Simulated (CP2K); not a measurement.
# Cu (Fm-3m) in CP2K: notebook

One crystal, Cu, is run at these levels: LDA; tasks: single point, equation of state.

All numbers are computed with CP2K 2026.2; they aren't measurements. Logs are shortened: lines on timing, memory, paths and dates and some standing lists are left out, and cuts for length are marked.

## (1) The crystal as given

The structure is cubic, space group Fm-3m (No. 225). Conventional cell: a = 3.615 Å, b = 3.615 Å, c = 3.615 Å, α = 90.00°, β = 90.00°, γ = 90.00°. Cu (site symmetry m-3m) is surrounded by 12 Cu at 2.56 Å.

## (2) Single point, LDA, 11.81 Å³/atom

cu_eos.inp reads:

```
&GLOBAL
  PROJECT cu_eos
  RUN_TYPE ENERGY_FORCE
  PRINT_LEVEL LOW
&END GLOBAL
&FORCE_EVAL
  METHOD QS
  STRESS_TENSOR ANALYTICAL
  &DFT
    BASIS_SET_FILE_NAME BASIS_MOLOPT_UZH
    POTENTIAL_FILE_NAME GTH_POTENTIALS
    &MGRID
      CUTOFF 450
      REL_CUTOFF 60
      NGRIDS 5
    &END MGRID
    &QS
      METHOD GPW
      EPS_DEFAULT 1.0E-10
    &END QS
    &KPOINTS
      SCHEME MONKHORST-PACK 13 13 13
      GAMMA_CENTERED T
      SYMMETRY T
      SYMMETRY_BACKEND SPGLIB
    &END KPOINTS
    &SCF
      SCF_GUESS ATOMIC
      EPS_SCF 1.0E-6
      MAX_SCF 100
      ADDED_MOS 11
      CHOLESKY OFF
      EPS_EIGVAL 1.0E-7
      &DIAGONALIZATION ON
        ALGORITHM STANDARD
      &END DIAGONALIZATION
      &MIXING ON
        METHOD BROYDEN_MIXING
        ALPHA 0.4
        BETA 1.5
        NBUFFER 8
      &END MIXING
      &SMEAR ON
        METHOD FERMI_DIRAC
        ELECTRONIC_TEMPERATURE [K] 116.045
      &END SMEAR
    &END SCF
    &XC
      &XC_FUNCTIONAL
        &LDA_X
        &END LDA_X
        &LDA_C_PW
        &END LDA_C_PW
      &END XC_FUNCTIONAL
    &END XC
    &PRINT
      &KPOINTS ON
      &END KPOINTS
      &MULLIKEN ON
      &END MULLIKEN
      &MO ON
        ENERGIES T
        OCCUPATION_NUMBERS T
        &EACH
          QS_SCF 0
        &END EACH
        ADD_LAST NUMERIC
      &END MO
    &END PRINT
  &END DFT
  &SUBSYS
    &CELL
      A 2.5561910140 0.0000000000 0.0000000000
      B 1.2780955070 2.2137263550 0.0000000000
      C 1.2780955070 0.7379087850 2.0871212231
      PERIODIC XYZ
    &END CELL
    &COORD
      SCALED
      Cu  0.0000000000 0.0000000000 0.0000000000
    &END COORD
    &KIND Cu
      BASIS_SET TZVP-MOLOPT-PBE-GTH-q11
      POTENTIAL GTH-PADE-q11
    &END KIND
    &PRINT
      &ATOMIC_COORDINATES ON
      &END ATOMIC_COORDINATES
      &CELL ON
      &END CELL
    &END PRINT
  &END SUBSYS
  &PRINT
    &FORCES ON
    &END FORCES
    &STRESS_TENSOR ON
    &END STRESS_TENSOR
  &END PRINT
&END FORCE_EVAL
```

Potentials or basis: GTH_POTENTIALS Cu GTH-PADE-q11; TZVP-MOLOPT-PBE-GTH basis.

Run with:

```
$ OMP_NUM_THREADS=1 cp2k.psmp -i cu_eos.inp -o cu_eos.out
```

cu_eos.out:

```text

 CP2K| version string:                                       CP2K version 2026.2
 CP2K| Input file name                                                cu_eos.inp

 GLOBAL| Force Environment number                                              1
 GLOBAL| Basis set file name                                    BASIS_MOLOPT_UZH
 GLOBAL| Potential file name                                      GTH_POTENTIALS
 GLOBAL| MM Potential file name                                     MM_POTENTIAL
 GLOBAL| Coordinate file name                                      __STD_INPUT__
 GLOBAL| Method name                                                        CP2K
 GLOBAL| Project name                                                     cu_eos
 GLOBAL| Run type                                                   ENERGY_FORCE
 GLOBAL| FFT library                                                       FFTW3
[... 6 lines left out ...]
 GLOBAL| Total number of message passing processes                             1
 GLOBAL| Number of threads for this process                                    1
 GLOBAL| CPU model name                          AMD EPYC 9R45 96-Core Processor

 CELL| Volume [angstrom^3]:                                            11.810408
 CELL| Vector a [angstrom]:       2.556     0.000     0.000   |a| =     2.556191
 CELL| Vector b [angstrom]:       1.278     2.214     0.000   |b| =     2.556191
 CELL| Vector c [angstrom]:       1.278     0.738     2.087   |c| =     2.556191
 CELL| Angle (b,c), alpha [degree]:                                    60.000000
 CELL| Angle (a,c), beta  [degree]:                                    60.000000
 CELL| Angle (a,b), gamma [degree]:                                    60.000000
 CELL| Numerically orthorhombic:                                              NO
 CELL| Periodicity                                                           XYZ

 CELL_REF| Volume [angstrom^3]:                                        11.810408
 CELL_REF| Vector a [angstrom     2.556     0.000     0.000   |a| =     2.556191
 CELL_REF| Vector b [angstrom     1.278     2.214     0.000   |b| =     2.556191
 CELL_REF| Vector c [angstrom     1.278     0.738     2.087   |c| =     2.556191
 CELL_REF| Angle (b,c), alpha [degree]:                                60.000000
 CELL_REF| Angle (a,c), beta  [degree]:                                60.000000
 CELL_REF| Angle (a,b), gamma [degree]:                                60.000000
 CELL_REF| Numerically orthorhombic:                                          NO
 CELL_REF| Periodicity                                                       XYZ
[... 9 lines left out ...]
 TOTAL NUMBERS AND MAXIMUM NUMBERS

  Total number of            - Atomic kinds:                                   1
                             - Atoms:                                          1
                             - Shell sets:                                     1
                             - Shells:                                        10
                             - Primitive Cartesian functions:                  6
                             - Cartesian basis functions:                     40
                             - Spherical basis functions:                     34

  Maximum angular momentum of the orbital basis functions:                     3

 MODULE QUICKSTEP: ATOMIC COORDINATES IN ANGSTROM

   Atom Kind Element         X             Y             Z       Z(eff)     Mass
      1    1 Cu   29      0.000000      0.000000      0.000000  11.0000  63.5460

 SCF PARAMETERS         Density guess:                                    ATOMIC
                        --------------------------------------------------------
                        max_scf:                                             100
[... 7 lines left out ...]
                        --------------------------------------------------------
                        level_shift [a.u.]:                             0.000000
                        added MOs                                        11    0
                        --------------------------------------------------------
                        Mixing method:                            BROYDEN_MIXING
                                                charge density mixing in g-space
                        --------------------------------------------------------
                        Smear method:                                FERMI_DIRAC
                        Electronic temperature [K]:                        116.0
                        Electronic temperature [a.u.]:                  3.67E-04
                        Accuracy threshold:                             1.00E-10
                        --------------------------------------------------------
                        No outer SCF

 *******************************************************************************
[... 44 lines left out ...]
     8 Broy./Diag. 0.40E+00   12.4     0.00006721       -48.0883812240  1.40E-03
     9 Broy./Diag. 0.40E+00   12.4     0.00001236       -48.0892820442 -9.01E-04
    10 Broy./Diag. 0.40E+00   12.4     0.00000789       -48.0893608248 -7.88E-05
    11 Broy./Diag. 0.40E+00   12.4     0.00000030       -48.0893183972  4.24E-05

  *** SCF run converged in    11 steps ***

  Electronic density on regular grids:        -10.9999999870        0.0000000130
  Core density on regular grids:               10.9999999987       -0.0000000013
  Total charge density on r-space grids:        0.0000000117
  Total charge density g-space grids:           0.0000000117

  Overlap energy of the core charge distribution:               0.00000001741095
  Self energy of the core charge distribution:                -64.40277321630049
  Core Hamiltonian energy:                                     21.56729304893784
  Hartree energy:                                               2.31904044644459
  Exchange-correlation energy:                                 -7.57287325152133
  Electronic entropic energy:                                  -0.00000544218247
  Fermi energy:                                                 0.22342664752359

  Total energy:                                               -48.08931839718201
  Total energy (extrapolated to T->0):                        -48.08931567609078

 MO| EIGENVALUES AND OCCUPATION NUMBERS FOR K POINT 1
 MO|
 MO|  Index      Eigenvalue [a.u.]        Eigenvalue [eV]             Occupation
 MO|      1               0.024927               0.678302               2.000000
 MO|      2               0.099848               2.717000               2.000000
 MO|      3               0.099848               2.717011               2.000000
 MO|      4               0.152463               4.148734               2.000000
 MO|      5               0.152463               4.148741               2.000000
 MO|      6               0.169158               4.603021               2.000000
[... 9 lines left out ...]
 MO|     16               1.953036              53.144816               0.000000
 MO|     17               2.146004              58.395730               0.000000
 MO| Sum:                                                              12.000000
 MO| E(Fermi):            0.223427 a.u.          6.079748 eV
 MO| Band gap:            0.201925 a.u.          5.494650 eV

 MO| EIGENVALUES AND OCCUPATION NUMBERS FOR K POINT 2
 MO|
 MO|  Index      Eigenvalue [a.u.]        Eigenvalue [eV]             Occupation
 MO|      1               0.027178               0.739562               2.000000
 MO|      2               0.097487               2.652756               2.000000
 MO|      3               0.103011               2.803067               2.000000
 MO|      4               0.124665               3.392305               2.000000
 MO|      5               0.152997               4.163273               2.000000
 MO|      6               0.184937               5.032385               2.000000
[... 270 lines left out ...]
 MO| EIGENVALUES AND OCCUPATION NUMBERS FOR K POINT 14
 MO|
 MO|  Index      Eigenvalue [a.u.]        Eigenvalue [eV]             Occupation
 MO|      1               0.023737               0.645917               2.000000
 MO|      2               0.098911               2.691513               2.000000
 MO|      3               0.103094               2.805342               2.000000
 MO|      4               0.119880               3.262091               2.000000
 MO|      5               0.146722               3.992517               2.000000
 MO|      6               0.175403               4.772971               2.000000
[... 9 lines left out ...]
 MO|     16               1.937630              52.725600               0.000000
 MO|     17               2.172566              59.118535               0.000000
 MO| Sum:                                                              12.000000
 MO| E(Fermi):            0.223427 a.u.          6.079748 eV
 MO| Band gap:            0.253985 a.u.          6.911291 eV

 [... the levels of further k-points ...]

 !-----------------------------------------------------------------------------!
                     Mulliken Population Analysis

 #  Atom  Element  Kind  Atomic population                           Net charge
       1     Cu       1         11.000000                              0.000000
 # Total charge                             11.000000                  0.000000

 !-----------------------------------------------------------------------------!

 ENERGY| Total FORCE_EVAL ( QS ) energy [hartree]            -48.089315425255734

 FORCES| Atomic forces [hartree/bohr]
 FORCES|   Atom     x               y               z               |f|
 FORCES|      1 -2.98715259E-15  1.93287331E-15 -1.22108305E-15   3.76166501E-15
 FORCES| Sum    -2.98715259E-15  1.93287331E-15 -1.22108305E-15
 FORCES| Total atomic force                                       3.76166501E-15

 STRESS| Analytical stress tensor [bar]
 STRESS|                        x                   y                   z
 STRESS|      x       -1.01141930453E+05   1.20571793026E-01  -3.12656829749E-01
 STRESS|      y        1.20571793026E-01  -1.01150183626E+05  -2.86853804690E+00
 STRESS|      z       -3.12656829749E-01  -2.86853804690E+00  -1.01146331953E+05
 STRESS| 1/3 Trace                                            -1.01146148677E+05
 STRESS| Determinant                                          -1.03478006043E+15

 STRESS| Eigenvectors and eigenvalues of the analytical stress tensor [bar]
 STRESS|                        1                   2                   3
 STRESS| Eigenvalues  -1.01151713007E+05  -1.01144840754E+05  -1.01141892271E+05
 STRESS|      x           0.004165693313      0.113542342055      0.993524425246
 STRESS|      y           0.882337189038     -0.467977382367      0.049782069406
 STRESS|      z           0.470599332597      0.876416171778     -0.102132081178
```

It took 2.8 min on 1 thread of AMD EPYC 9R45 (Zen 5), shared host; peak memory 0.43 GiB.

What came out:

* Free energy: -1308.5768 eV
* Pressure: -10.1 GPa
* Band gap on the k mesh: none (metal or under the smearing width)

Caveat: the basis of atomic orbitals isn't converged, which shifts pressures, moduli and gaps.

## (3) Single point, LDA, 11.57 Å³/atom (volume scaled by 0.98)

Edit cu_eos.inp of step 2 so:

```diff
@@ -11,2 +11,3 @@
     POTENTIAL_FILE_NAME GTH_POTENTIALS
+    WFN_RESTART_FILE_NAME previous-RESTART.kp
     &MGRID
@@ -27,3 +28,3 @@
     &SCF
-      SCF_GUESS ATOMIC
+      SCF_GUESS RESTART
       EPS_SCF 1.0E-6
@@ -72,5 +73,5 @@
     &CELL
-      A 2.5561910140 0.0000000000 0.0000000000
-      B 1.2780955070 2.2137263550 0.0000000000
-      C 1.2780955070 0.7379087850 2.0871212231
+      A 2.5390348527 0.0000000000 0.0000000000
+      B 1.2695174263 2.1988686835 0.0000000000
+      C 1.2695174263 0.7329562278 2.0731132760
       PERIODIC XYZ
```

Potentials or basis: GTH_POTENTIALS Cu GTH-PADE-q11; TZVP-MOLOPT-PBE-GTH basis.

Run with:

```
$ OMP_NUM_THREADS=1 cp2k.psmp -i cu_eos.inp -o cu_eos.out
```

Wall time 2.1 min (1 thread of AMD EPYC 9R45 (Zen 5), shared host); peak memory 0.43 GiB.

Results (log left out):

```
Free energy            : -1308.5897 eV
Pressure               : -7.3 GPa
Band gap on the k mesh : none (metal or under the smearing width)
```

Caveat: the basis of atomic orbitals isn't converged, which shifts pressures, moduli and gaps.

## (4) Single point, LDA, 12.05 Å³/atom (volume scaled by 1.02)

Edit cu_eos.inp of step 3 so:

```diff
@@ -73,5 +73,5 @@
     &CELL
-      A 2.5390348527 0.0000000000 0.0000000000
-      B 1.2695174263 2.1988686835 0.0000000000
-      C 1.2695174263 0.7329562278 2.0731132760
+      A 2.5731199247 0.0000000000 0.0000000000
+      B 1.2865599623 2.2283872217 0.0000000000
+      C 1.2865599623 0.7427957406 2.1009436208
       PERIODIC XYZ
```

Run with:

```
$ OMP_NUM_THREADS=1 cp2k.psmp -i cu_eos.inp -o cu_eos.out
```

It took 1.9 min on 1 thread of AMD EPYC 9R45 (Zen 5), shared host; peak memory 0.41 GiB.

It converged, with:

```
Free energy            : -1308.5600 eV
Pressure               : -12.6 GPa
Band gap on the k mesh : none (metal or under the smearing width)
```

Caveat: the basis of atomic orbitals isn't converged, which shifts pressures, moduli and gaps.

## (5) Single point, LDA, 11.34 Å³/atom (volume scaled by 0.96)

Edit cu_eos.inp of step 4 so:

```diff
@@ -73,5 +73,5 @@
     &CELL
-      A 2.5731199247 0.0000000000 0.0000000000
-      B 1.2865599623 2.2283872217 0.0000000000
-      C 1.2865599623 0.7427957406 2.1009436208
+      A 2.5216436572 0.0000000000 0.0000000000
+      B 1.2608218286 2.1838074664 0.0000000000
+      C 1.2608218286 0.7279358221 2.0589134244
       PERIODIC XYZ
```

Run with:

```
$ OMP_NUM_THREADS=1 cp2k.psmp -i cu_eos.inp -o cu_eos.out
```

Wall time 2.3 min (1 thread of AMD EPYC 9R45 (Zen 5), shared host); peak memory 0.43 GiB.

Results (log left out):

```yaml
Free_energy: -1308.5981 eV
Pressure: -4.1 GPa
Band_gap_on_the_k_mesh: none (metal or under the smearing width)
```

Caveat: the basis of atomic orbitals isn't converged, which shifts pressures, moduli and gaps.

## (6) Single point, LDA, 12.28 Å³/atom (volume scaled by 1.04)

Edit cu_eos.inp of step 5 so:

```diff
@@ -73,5 +73,5 @@
     &CELL
-      A 2.5216436572 0.0000000000 0.0000000000
-      B 1.2608218286 2.1838074664 0.0000000000
-      C 1.2608218286 0.7279358221 2.0589134244
+      A 2.5898289638 0.0000000000 0.0000000000
+      B 1.2949144819 2.2428576741 0.0000000000
+      C 1.2949144819 0.7476192247 2.1145864941
       PERIODIC XYZ
```

Potentials or basis: GTH_POTENTIALS Cu GTH-PADE-q11; TZVP-MOLOPT-PBE-GTH basis.

Run with:

```
$ OMP_NUM_THREADS=1 cp2k.psmp -i cu_eos.inp -o cu_eos.out
```

Wall time 1.9 min (1 thread of AMD EPYC 9R45 (Zen 5), shared host); peak memory 0.41 GiB.

The run converged. Its results:

| Item | Value |
| --- | --- |
| Free energy | -1308.5398 eV |
| Pressure | -14.8 GPa |
| Band gap on the k mesh | none (metal or under the smearing width) |

Caveat: the basis of atomic orbitals isn't converged, which shifts pressures, moduli and gaps.

## (7) Single point, LDA, 11.10 Å³/atom (volume scaled by 0.94)

Edit cu_eos.inp of step 6 so:

```diff
@@ -73,5 +73,5 @@
     &CELL
-      A 2.5898289638 0.0000000000 0.0000000000
-      B 1.2949144819 2.2428576741 0.0000000000
-      C 1.2949144819 0.7476192247 2.1145864941
+      A 2.5040092085 0.0000000000 0.0000000000
+      B 1.2520046043 2.1685355859 0.0000000000
+      C 1.2520046043 0.7228451953 2.0445149574
       PERIODIC XYZ
```

Run with:

```
$ OMP_NUM_THREADS=1 cp2k.psmp -i cu_eos.inp -o cu_eos.out
```

Run time: 2.5 min. Hardware: 1 thread of AMD EPYC 9R45 (Zen 5), shared host; peak memory 0.43 GiB.

It converged, with:

* Free energy: -1308.6015 eV
* Pressure: -0.5 GPa
* Band gap on the k mesh: none (metal or under the smearing width)

Caveat: the basis of atomic orbitals isn't converged, which shifts pressures, moduli and gaps.

## (8) Single point, LDA, 12.52 Å³/atom (volume scaled by 1.06)

Edit cu_eos.inp of step 7 so:

```diff
@@ -73,5 +73,5 @@
     &CELL
-      A 2.5040092085 0.0000000000 0.0000000000
-      B 1.2520046043 2.1685355859 0.0000000000
-      C 1.2520046043 0.7228451953 2.0445149574
+      A 2.6063251344 0.0000000000 0.0000000000
+      B 1.3031625672 2.2571437769 0.0000000000
+      C 1.3031625672 0.7523812590 2.1280555610
       PERIODIC XYZ
```

Run with:

```
$ OMP_NUM_THREADS=1 cp2k.psmp -i cu_eos.inp -o cu_eos.out
```

It took 2 min on 1 thread of AMD EPYC 9R45 (Zen 5), shared host; peak memory 0.41 GiB.

The run converged. Its results:

```
Free energy            : -1308.5166 eV
Pressure               : -16.7 GPa
Band gap on the k mesh : none (metal or under the smearing width)
```

Caveat: the basis of atomic orbitals isn't converged, which shifts pressures, moduli and gaps.

## (9) Equation of state, LDA

Potentials or basis: GTH_POTENTIALS Cu GTH-PADE-q11; TZVP-MOLOPT-PBE-GTH basis.

This step only gathers the single runs of the series.

What came out:

| Quantity | Value |
| --- | --- |
| Equilibrium volume | 11.08 Å³/atom (rough: see the caveat) |
| Bulk modulus | 185 GPa (rough) |

Energy against volume, from the lowest point:
| volume (Å³/atom) | energy (meV/atom) |
| --- | --- |
| 11.102 | 0.00 |
| 11.338 | 3.38 |
| 11.574 | 11.84 |
| 11.810 | 24.71 |
| 12.047 | 41.49 |
| 12.283 | 61.69 |
| 12.519 | 84.91 |

Caveat: the minimum lies outside the volumes run; the basis of atomic orbitals isn't converged, which shifts pressures, moduli and gaps.
